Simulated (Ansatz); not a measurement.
**From the elastic tensor of GaP at 22 GPa (stress–strain coefficients) to moduli and sound speeds**

All numbers below come from DFT LDA, scalar-relativistic, plane waves, PAW in Ansatz 0.2.0. Settings: 420 eV plane-wave cutoff, Γ-centred 10×10×10 mesh, fixed occupations. No spin polarisation.

It takes space group F-43m (No. 216, cubic). Conventional cell: a = 5.096 Å, b = 5.096 Å, c = 5.096 Å, α = 90.00°, β = 90.00°, γ = 90.00°. Ga (site symmetry -43m) has 4 P at 2.21 Å as nearest neighbours. P (site symmetry -43m) is surrounded by 4 Ga at 2.21 Å.

At this pressure the crystal is close to a known change of phase.

Relaxed-ion constants (GPa, on the Cartesian axes of the calculation):
C11 = 226.3, C12 = 153.3, C13 = 153.3, C22 = 226.3, C23 = 153.3, C33 = 226.3, C44 = 75.8, C55 = 75.8, C66 = 75.8 GPa; the others vanish.

Density 5.053 g/cm³; 2 atoms in 33.09 Å³.

The values that follow are for a polycrystal of randomly turned grains, by Hill's mean where one number stands.

```json
{
 "Bulk modulus, Voigt / Reuss / Hill": "177.6 / 177.6 / 177.6 GPa",
 "Shear modulus, Voigt / Reuss / Hill": "60.1 / 53.0 / 56.6 GPa",
 "Young's modulus": "153 GPa",
 "Poisson ratio": "0.356",
 "Pugh ratio B/G": "3.14",
 "Universal anisotropy index": "0.67",
 "Longitudinal and transverse sound speeds": "7076 and 3345 m/s",
 "Debye temperature from the mean sound speed": "440 K"
}
```

Cost: 1 run of about 1.6 core-minutes, on Arm Neoverse V1 (shared hosts).

Compressed GaP resists a change of volume far more strongly than a change of shape: the bulk modulus is 177.6 GPa, against a Hill shear modulus of 56.6 GPa. The weak point is the tetragonal shear, governed by half the difference between C11 and C12, which is much softer than the C44 shear. In an open sp3 network this distortion is resisted mainly by bond-angle forces, whereas compression meets bond stretching and short-range repulsion. The same contrast makes the crystal stiffest along the ⟨111⟩ bond directions and softest along the cube axes.

The constants satisfy the cubic stability conditions under load, so the lattice withstands small homogeneous strains. That does not make zinc blende the phase of lowest enthalpy, since a first-order transition can precede any elastic instability. Nor does the Pugh ratio of 3.14 establish ductility: it reflects high incompressibility beside a soft shear, while plastic flow in a covalent semiconductor depends on dislocation mobility and the breaking of directional bonds.
